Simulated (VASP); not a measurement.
# ZnCu, equation of state: which settings are enough?

ZnCu, Pm-3m (no. 221), 2 atoms in the cell. RPBE; PAW potentials Zn, Cu (PBE set). VASP 6.6.1.

Wanted: equilibrium volume within 0.05 %; bulk modulus within 0.4 %.

What the run is for: equation of state; Accuracy asked: tight.

The series start from Plane-wave cutoff (eV): 380; Smearing width (eV): 0.1; k-point mesh: 12 × 12 × 12; Volumes: 5 from 0.92 to 1.08; Precision mode (PREC): Accurate; Electronic threshold (eV): 1e-6; Aspherical gradient terms in the spheres (LASPH): yes; Start of each volume: each volume from scratch. Each series keeps the choices made before it, and each single choice may use up half of a tolerance. Times cover all steps of a run.

## Plane-wave cutoff (eV)

| Plane-wave cutoff (eV) | Equilibrium volume (Å³/atom) | Bulk modulus (GPa) | Time (s) |
|---|---|---|---|
| 240 | 13.66 | 113.7 | 24 |
| 300 | 13.63 | 97.78 | 31 |
| 340 | 13.6 | 100.6 | 34 |
| 380 | 13.61 | 99.62 | 39 |
| 440 | 13.61 | 98.73 | 46 |
| 520 | 13.6 | 100 | 77 |
| 620 (reference) | 13.6 | 99.89 | 113 |

Chosen: 520, the loosest value from which every tighter one stays within half of the tolerance.

## Smearing width (eV)

| Smearing width (eV) | Equilibrium volume (Å³/atom) | Bulk modulus (GPa) | Time (s) |
|---|---|---|---|
| 0.4 | 13.61 | 99.17 | 103 |
| 0.3 | 13.61 | 99.22 | 95 |
| 0.2 | 13.61 | 99.34 | 95 |
| 0.15 | 13.61 | 99.49 | 97 |
| 0.1 | 13.6 | 100 | 77 |
| 0.05 (reference) | 13.6 | 99.56 | 86 |

Chosen: 0.05; the next looser run is off by more than half of the tolerance, so convergence isn't shown beyond this value.

## k-point mesh

| k-point mesh | Equilibrium volume (Å³/atom) | Bulk modulus (GPa) | Time (s) |
|---|---|---|---|
| 4 × 4 × 4 | 13.46 | 106.2 | 20 |
| 5 × 5 × 5 | 13.67 | 99.04 | 21 |
| 7 × 7 × 7 | 13.56 | 101.2 | 55 |
| 8 × 8 × 8 | 13.63 | 99.3 | 81 |
| 10 × 10 × 10 | 13.59 | 100.4 | 90 |
| 12 × 12 × 12 | 13.6 | 99.56 | 86 |
| 15 × 15 × 15 (reference) | 13.59 | 99.61 | 135 |

Chosen: 15 × 15 × 15; the next looser run is off by more than half of the tolerance, so convergence isn't shown beyond this value.

## Volumes

| Volumes | Equilibrium volume (Å³/atom) | Bulk modulus (GPa) | Time (s) |
|---|---|---|---|
| 5 from 0.88 to 1.12 | 13.59 | 99.71 | 160 |
| 5 from 0.92 to 1.08 | 13.59 | 99.61 | 135 |
| 7 from 0.91 to 1.09 (reference) | 13.59 | 99.65 | 297 |

Chosen: 5 from 0.88 to 1.12.

## Precision mode (PREC)

| Precision mode (PREC) | Equilibrium volume (Å³/atom) | Bulk modulus (GPa) | Time (s) |
|---|---|---|---|
| SingleN | 13.48 | 82.73 | 105 |
| Normal | 13.59 | 100 | 107 |
| Accurate (reference) | 13.59 | 99.71 | 160 |

Chosen: Accurate; the one before it in the list is off by more than half of the tolerance.

## Electronic threshold (eV)

| Electronic threshold (eV) | Equilibrium volume (Å³/atom) | Bulk modulus (GPa) | Time (s) |
|---|---|---|---|
| 0.001 | 13.59 | 99.7 | 155 |
| 0.0001 | 13.59 | 99.7 | 174 |
| 1e-5 | 13.59 | 99.71 | 184 |
| 1e-6 | 13.59 | 99.71 | 160 |
| 1e-7 (reference) | 13.59 | 99.71 | 191 |

Chosen: 0.001.

## Aspherical gradient terms in the spheres (LASPH)

| Aspherical gradient terms in the spheres (LASPH) | Equilibrium volume (Å³/atom) | Bulk modulus (GPa) | Time (s) |
|---|---|---|---|
| yes | 13.59 | 99.7 | 155 |
| no | 13.59 | 99.7 | 143 |

Chosen: yes; no other choice that stays within half of the tolerance saves 30 % of the time.

## Start of each volume

| Start of each volume | Equilibrium volume (Å³/atom) | Bulk modulus (GPa) | Time (s) |
|---|---|---|---|
| each volume from scratch | 13.59 | 99.7 | 155 |
| orbitals of the volume before (WAVECAR) | 13.59 | 99.51 | 120 |

Chosen: each volume from scratch.

## All choices together

| Input | Equilibrium volume (Å³/atom) | Bulk modulus (GPa) | Time (s) |
|---|---|---|---|
| the program's defaults (naive) | 13.68 | 95.45 | 4.7 |
| chosen settings | 13.59 | 99.7 | 155 |
| reference settings throughout | 13.59 | 99.51 | 345 |

The chosen settings stay within the tolerance of the reference run, but the reference itself isn't shown to be converged in: Smearing width (eV), k-point mesh.

## The input

INCAR:
```
SYSTEM = ZnCu
GGA      = RP             ! functional
ISMEAR   = 1              ! smearing method
SIGMA    = 0.05           ! smearing width, eV
LWAVE    = .False.        ! write WAVECAR
LCHARG   = .False.        ! write CHGCAR
ISIF     = 2              ! what is computed and relaxed
NSW      = 0              ! ionic steps
PREC     = Accurate       ! precision mode
LASPH    = .True.         ! aspherical terms in the spheres
LREAL    = .False.        ! projectors in reciprocal space
ALGO     = Normal         ! electronic algorithm
EDIFF    = 0.001          ! SCF threshold, eV
NELM     = 120            ! most SCF steps
GGA_COMPAT= .False.      
ENCUT    = 520            ! plane-wave cutoff, eV
KPAR     = 2             
```

KPOINTS:
```
Automatic mesh
0
Gamma
  15 15 15
  0 0 0
```

POSCAR.step1:
```
ZnCu
1.0
    2.8221462958      0.0000000000      0.0000000000
    0.0000000000      2.8221462958      0.0000000000
    0.0000000000      0.0000000000      2.8221462958
Zn Cu
1 1
Direct
    0.5000000000      0.5000000000      0.5000000000
    0.0000000000      0.0000000000      0.0000000000
```

POSCAR.step2:
```
ZnCu
1.0
    2.8848810902      0.0000000000      0.0000000000
    0.0000000000      2.8848810902      0.0000000000
    0.0000000000      0.0000000000      2.8848810902
Zn Cu
1 1
Direct
    0.5000000000      0.5000000000      0.5000000000
    0.0000000000      0.0000000000      0.0000000000
```

POSCAR.step3:
```
ZnCu
1.0
    2.9450000000      0.0000000000      0.0000000000
    0.0000000000      2.9450000000      0.0000000000
    0.0000000000      0.0000000000      2.9450000000
Zn Cu
1 1
Direct
    0.5000000000      0.5000000000      0.5000000000
    0.0000000000      0.0000000000      0.0000000000
```

POSCAR.step4:
```
ZnCu
1.0
    3.0027597620      0.0000000000      0.0000000000
    0.0000000000      3.0027597620      0.0000000000
    0.0000000000      0.0000000000      3.0027597620
Zn Cu
1 1
Direct
    0.5000000000      0.5000000000      0.5000000000
    0.0000000000      0.0000000000      0.0000000000
```

POSCAR.step5:
```
ZnCu
1.0
    3.0583790260      0.0000000000      0.0000000000
    0.0000000000      3.0583790260      0.0000000000
    0.0000000000      0.0000000000      3.0583790260
Zn Cu
1 1
Direct
    0.5000000000      0.5000000000      0.5000000000
    0.0000000000      0.0000000000      0.0000000000
```

Commands (each step's output is kept before the next begins):
```
cat potpaw_PBE.64/Zn/POTCAR potpaw_PBE.64/Cu/POTCAR > POTCAR
cp POSCAR.step1 POSCAR
mpirun -np 2 vasp_std > vasp.out
cp POSCAR.step2 POSCAR
mpirun -np 2 vasp_std > vasp.out
cp POSCAR.step3 POSCAR
mpirun -np 2 vasp_std > vasp.out
cp POSCAR.step4 POSCAR
mpirun -np 2 vasp_std > vasp.out
cp POSCAR.step5 POSCAR
mpirun -np 2 vasp_std > vasp.out
```

The chosen input took VASP 6.6.1 155 s on 2 cores (AMD EPYC 7R43 (Zen 3)), a shared host.

## An input that fails: cutoff far too low

It runs to its end, but against the unchanged starting input it is off by 3.7 % in the equilibrium volume, 330 % in the bulk modulus.

Changes against the starting input:
```
(all steps)
- PREC = Accurate
- NELM = 120
- ENCUT = 380
+ PREC = Low
+ NELM = 62
+ ENCUT = 180
```
